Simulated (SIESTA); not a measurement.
# Cr in SIESTA: convergence with EnergyShift

The system is Cr.

```
CELL_PARAMETERS angstrom
-1.48062 1.47267 1.42275
1.54907 -1.49642 1.51495
1.46692 1.48272 -1.44651
ATOMIC_POSITIONS crystal
Cr 0.00654 0.99508 0.97674
```

The cell isn't the ideal one: cell strained at random at fixed volume.

* Program: SIESTA 5.4.2
* Task: single point
* Functional: LDA
* Potentials or basis: PseudoDojo 0.4 standard (LDA files)
* Basis: DZP (energy shift 0.05 Ry; two zetas on semicore shells)
* Grid cutoff: 800 Ry
* Energy shift: 0.05 Ry
* k mesh: 9 × 9 × 9
* Occupations: fermi-dirac, width 0.05 eV
* Spin: collinear spin, ferromagnetic start
* Starting moments: [3.0] μB

These are the settings of the first run; the series varies EnergyShift, with any setting tied to it.

Hardware: 1 thread of Intel(R) Xeon(R) 6975P-C (Granite Rapids) (shared host).

Task: The values tried are 0.05, 0.03, 0.02, 0.01, 0.005, 0.003, 0.002, 0.001, loosest first. From which on does the pressure stay within 0.1 GPa of the tightest run that finished?

Result: From 0.002 on.

```
EnergyShift  energy less the tightest run, at zero smearing (meV/atom)  pressure (GPa)  SCF cycles  CPU time (s)  peak memory (GiB)
       0.05                                                    2631.88          -47.54          15            12               0.19
       0.03                                                    1455.69          -40.59          17            19                0.2
       0.02                                                     891.64          -42.61          16            23               0.21
       0.01                                                     404.28          -39.41          16            33               0.23
      0.005                                                     199.42          -38.15          15            48               0.25
      0.003                                                     112.08          -38.69          15            65               0.26
      0.002                                                      59.94          -38.85          15            80               0.28
      0.001                                                       0.00          -38.82          15           110                0.3
```

Not settled before the last step: the energy (to 1 meV/atom). The tightest run that finished is the yardstick and may itself not be fully converged.

Caveat, for the tightest run too: the starting moments collapsed, and a magnetic state may lie lower; the cell as given lies far from equilibrium; the basis of atomic orbitals isn't converged, which shifts pressures, moduli and gaps.
